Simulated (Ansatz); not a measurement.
Relaxed-ion elastic tensor of ZrO$_{2}$ (fluorite, Fm-3m) in GPa (Voigt order), LDA (plane waves, PAW; program Ansatz); density 6.45 g/cm³, 10.58 Å³ per atom.

```
 577   118   118   0.0   0.0   0.0
 118   577   118   0.0   0.0   0.0
 118   118   577   0.0   0.0   0.0
 0.0   0.0   0.0  73.0   0.0   0.0
 0.0   0.0   0.0   0.0  73.0   0.0
 0.0   0.0   0.0   0.0   0.0  73.0
```

Is the crystal mechanically stable?

Yes: the smallest eigenvalue of C is 73.0 GPa.

Work out the Voigt, Reuss and Hill averages.

K_V = 271, K_R = 271, K_H = 271; G_V = 136, G_R = 100, G_H = 118 GPa.

Give Young's modulus, Poisson's ratio, Pugh's ratio and the universal anisotropy index.

E = 9KG/(3K + G) = 309 GPa; ν = 0.31; K/G = 2.30 (ductile by the Pugh limit of 1.75); A_U = 5G_V/G_R + K_V/K_R − 6 = 1.76.

Estimate the sound speeds and the Debye temperature.

v_l = √((K + 4G/3)/ρ) = 8150 m/s, v_t = √(G/ρ) = 4280 m/s, mean 4780 m/s; Θ = (h/k)(3n/4πV)^(1/3) v_m = 649 K.

Give the Zener ratio and Young's modulus along [100], [110] and [111].

A = 2C44/(C11 − C12) = 0.32; 1/E = S11 − 2(S11 − S12 − S44/2)Γ with Γ = 0, 1/4, 1/3 gives 537, 238, 201 GPa.

Solve the Christoffel equation for the three sound speeds along [100], [110], [111].

Eigenvalues of C_ijkl n_j n_l equal ρv². In km/s, slowest first: [100] 3.36, 3.36, 9.46; [110] 3.36, 5.97, 8.08; [111] 5.25, 5.25, 7.56.

This is a known high-temperature phase of the composition, computed here at zero pressure and temperature. The cell was relaxed with LDA under the symmetry of its start. At this level the phase is dynamically unstable (imaginary phonons). No spin polarisation was allowed.

Potentials: the later of the program's two PAW sets.
